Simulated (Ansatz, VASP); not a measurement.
**SnSe in VASP and in Ansatz**

Contents of POSCAR:

```
SnSe
1.0
    0.0000000000      3.0100000000      3.0100000000
    3.0100000000      0.0000000000      3.0100000000
    3.0100000000      3.0100000000      0.0000000000
Sn Se
1 1
Direct
    0.0000000000      0.0000000000      0.0000000000
    0.5000000000      0.5000000000      0.5000000000
```

The input INCAR.step1:

```
ALGO = Normal ; EDIFF = 1E-4
ENCUT = 520 ; GGA = PE
ISMEAR = 0 ; LASPH = T
LCHARG = F ; LREAL = F
LWAVE = T ; NBANDS = 17
NELM = 100 ; PREC = Accurate
SIGMA = 0.1
```

INCAR.step2

```
ALGO = Normal ; EDIFF = 1E-7
ENCUT = 520 ; ISIF = 2
ISMEAR = 0 ; ISTART = 1
LASPH = T ; LCHARG = F
LMIXTAU = T ; LREAL = F
LWAVE = F ; METAGGA = R2SCAN
NBANDS = 17 ; NELM = 100
PREC = Accurate ; SIGMA = 0.1
```

Contents of KPOINTS:

```
k-points
0
Gamma
  6 6 6
```

Input for Ansatz:

```yaml
crystal:
  lattice:
    - [0.0, 3.01, 3.01]
    - [3.01, 0.0, 3.01]
    - [3.01, 3.01, 0.0]
  atoms:
    - { symbol: Sn, position: [0.0, 0.0, 0.0] }
    - { symbol: Se, position: [0.5, 0.5, 0.5] }
basis:
  ecutwfc: 500
kpoints:
  mp_grid: { grid: [6, 6, 6] }
hamiltonian:
  xc: r2scan
scf:
  occupations: { method: gaussian, width: 0.1 }
output:
  forces: true
  stress: true
  eigenvalues: true
```

Measurements of this composition are mostly on another form, of space group No. 62.

Alike in both runs: task single point; functional r2SCAN; k mesh 6 × 6 × 6; occupations gaussian, width 0.1 eV; no spin polarisation.

```csv
,VASP,Ansatz
version,VASP 6.6.1,Ansatz 0.2.0
potentials or method,"VASP PAW PBE potentials, release 64 (Sn_d, Se)","scalar-relativistic, plane waves, PAW"
plane-wave cutoff (eV),520,500
valence electrons in the cell,20,30
```

|  | VASP | Ansatz | Ansatz less VASP |
| --- | --- | --- | --- |
| gap on the k mesh at the Fermi level (eV) | 0.45 | 0.45 | 0.000 |
| least direct gap on the mesh (eV) | 0.45 | 0.45 | 0.000 |
| pressure (GPa) | -0.4 | -0.4 | 0.00 |

With one functional, cell and mesh, what is left measures potentials, basis and numerics. The two sets of potentials don't hold the same shells in valence.

Caveats: the PAW data sets were made with another functional, which shifts forces and pressure a little (VASP); spin-orbit coupling is left out, which moves the levels of the heavy elements. A k mesh can miss the band edges.
